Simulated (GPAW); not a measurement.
# InAs: single point with PBE

**Measured values to compare with.**

From a printed reference work, data compilation, for a bulk crystal of InAs at 4.2 K: band gap 0.418 eV (direct).

Crystal: InAs.

```
CELL_PARAMETERS angstrom
0.00000 3.01800 3.01800
3.01800 0.00000 3.01800
3.01800 3.01800 0.00000
ATOMIC_POSITIONS crystal
In 0.00000 0.00000 0.00000
As 0.75000 0.75000 0.75000
```

```json
{
  "Program": "GPAW 26.7.0",
  "Task": "single point",
  "Functional": "PBE",
  "Potentials or basis": "GPAW PAW data sets (gpaw-data 1.2.1)",
  "Cutoff": "450 eV",
  "Basis": "pw",
  "k mesh": "6 × 6 × 6",
  "Occupations": "fermi-dirac, width 0.05 eV",
  "Spin": "no spin polarisation",
  "Maxiter": "80"
}
```

```
Pressure               : 3.1 GPa
Band gap on the k mesh : none (metal or under the smearing width)
```

Levels at points of the mesh, in eV from the Fermi level:
| k point | band 7 | band 8 | band 9 | band 10 | band 11 | band 12 |
| --- | --- | --- | --- | --- | --- | --- |
| (0.00, 0.00, 0.00) | -0.20 | -0.04 | -0.04 | -0.04 | 3.85 | 3.85 |
| (0.50, 0.50, 0.00) | -5.90 | -2.39 | -2.39 | 1.50 | 2.03 | 9.19 |
| (0.50, 0.50, 0.50) | -5.83 | -1.04 | -1.04 | 0.93 | 4.64 | 4.64 |

It took 5.9 s on 1 thread of INTEL(R) XEON(R) PLATINUM 8581C CPU @ 2.10GHz (Emerald Rapids) (shared host), peak memory 0.14 GiB.

A measured gap of InAs is 0.418 eV (direct; 4.2 K; a printed reference work, data compilation); the calculated 0.00 eV misses it by -0.42 eV. Spin-orbit coupling on As, In is left out. The value is that of PBE on a finite k mesh, which can miss the band edges, without temperature or zero-point motion. Semilocal functionals fall short of measured gaps as a rule.

Caveat: the cutoff is short for stress and forces, so pressures can be off by a GPa or more; this crystal is a semiconductor, whose small gap the functional closes, so the metal is an error of the method.
